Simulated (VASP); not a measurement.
Write the native input for VASP 6.6.1 that does the following.

- Task: relaxation of cell and atoms
- Functional: optB86b-vdW
- Potentials or basis: VASP PAW PBE potentials, release 64 (B, N)
- Cutoff: 600 eV
- k mesh: 12 × 12 × 4
- Occupations: gaussian, width 0.03 eV
- Spin: no spin polarisation
- Further INCAR settings: ALGO = Normal; EDIFF = 1e-06; IBRION = 2; EDIFFG = -0.01; NSW = 90; ISIF = 3

The structure of BN lies in POSCAR:

```
BN
1.0
    2.4982400000      0.0000000000      0.0000000000
   -1.2491200000      2.1635393048      0.0000000000
    0.0000000000      0.0000000000      6.6357000000
B N
2 2
Direct
    0.3333333333      0.6666666667      0.2500000000
    0.6666666667      0.3333333333      0.7500000000
    0.3333333333      0.6666666667      0.7500000000
    0.6666666667      0.3333333333      0.2500000000
```

The input as run:

INCAR

```
AGGAC = 0.0 ; ALGO = Normal
EDIFF = 1E-6 ; EDIFFG = -0.01
ENCUT = 600 ; GGA = MK
IBRION = 2 ; ISIF = 3
ISMEAR = 0 ; LASPH = True
LCHARG = False ; LREAL = False
LUSE_VDW = True ; LWAVE = False
NELM = 80 ; NSW = 90
PARAM1 = 0.1234 ; PARAM2 = 1.0
PREC = Accurate ; SIGMA = 0.03
```

KPOINTS

```
k-points
0
Gamma
  12 12 4
```

Potentials or basis: VASP PAW PBE potentials, release 64 (B, N).

Launch:

```bash
$ cat potpaw_PBE.64/B/POTCAR potpaw_PBE.64/N/POTCAR > POTCAR
$ mpirun -np 1 vasp_std > vasp.out
```

It gave:

| Quantity | Value |
| --- | --- |
| Relaxed volume | 8.82 Å³/atom |
| Relaxed cell | a = 2.512 Å, b = 2.512 Å, c = 6.452 Å, α = 90.00°, β = 90.00°, γ = 120.00° |
| Space group after relaxing (to 0.05 Å) | P6_3/mmc (No. 194) |
| Energy gained by relaxing | 2.7 meV/atom |
| Ionic steps | 9 |
| Pressure after relaxing | 0.0 GPa |
| Band gap on the k mesh | 4.18 eV, indirect (least direct gap 4.55 eV) |

Caveat: the PAW data sets were made with another functional, which shifts forces and pressure a little.

Wall time 2.8 min on 1 thread of Intel(R) Xeon(R) 6975P-C (Granite Rapids), on a shared host, peak memory 0.32 GiB.
